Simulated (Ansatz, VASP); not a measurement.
# Two plane-wave programs on Si

POSCAR

```
Si
1.0
    0.0000000000      2.6600304397      2.6600304397
    2.6600304397      0.0000000000      2.6600304397
    2.6600304397      2.6600304397      0.0000000000
Si
2
Direct
    0.0000000000      0.0000000000      0.0000000000
    0.2500000000      0.2500000000      0.2500000000
```

File INCAR.step1:

```
SYSTEM = Si
PREC = Accurate
ENCUT = 520
EDIFF = 1E-5
ISMEAR = -1
SIGMA = 0.05
LREAL = .False.
LASPH = .True.
NELM = 100
ALGO = Normal
ISIF = 2
LWAVE = .True.
LCHARG = .False.
NBANDS = 11
GGA = PE
```

INCAR.step2

```
SYSTEM = Si
PREC = Accurate
ENCUT = 520
EDIFF = 1E-7
ISMEAR = -1
SIGMA = 0.05
LREAL = .False.
LASPH = .True.
NELM = 100
ALGO = Normal
ISIF = 2
LWAVE = .False.
LCHARG = .False.
GGA = PE
LHFCALC = .True.
HFSCREEN = 0.2079
PRECFOCK = Normal
NBANDS = 11
ISTART = 1
```

Contents of KPOINTS:

```
regular mesh
0
Gamma
  4 4 4
  0 0 0
```

Input for Ansatz:

```yaml
crystal:
  lattice:
    - [0.0, 2.660030439709, 2.660030439709]
    - [2.660030439709, 0.0, 2.660030439709]
    - [2.660030439709, 2.660030439709, 0.0]
  atoms:
    - { symbol: Si, position: [0.0, 0.0, 0.0] }
    - { symbol: Si, position: [0.25, 0.25, 0.25] }
kpoints:
  mp_grid: { grid: [4, 4, 4] }
hamiltonian:
  xc: hse06
  pseudopotentials: { kind: paw }
scf:
  occupations: { method: fermi_dirac, width: 0.05 }
  convergence: { dr2_threshold: "1e-10 eV" }
  exx: { energy_threshold: "2e-8 eV" }
output:
  forces: true
  stress: true
  eigenvalues: true
```

Alike in both runs: task single point; functional HSE06; k mesh 4 × 4 × 4; occupations fermi-dirac, width 0.05 eV; no spin polarisation.

|  | VASP | Ansatz |
| --- | --- | --- |
| version | VASP 6.6.1 | Ansatz 0.2.0 development build |
| potentials or method | VASP PAW PBE potentials, release 64 (Si) | plane waves, PAW datasets (generated soft set 1) |
| plane-wave cutoff (eV) | 520 | 420 |
| valence electrons in the cell | 8 | 8 |

Ansatz gave:

- gap on the k mesh at the Fermi level (eV): 1.18

Q: Which values does VASP return?

A: gap on the k mesh at the Fermi level (eV): 1.20.

Caveats: the k mesh is coarse (spacing up to 0.51 Å⁻¹), so the values aren't converged, least of all with exact exchange. A k mesh can miss the band edges.
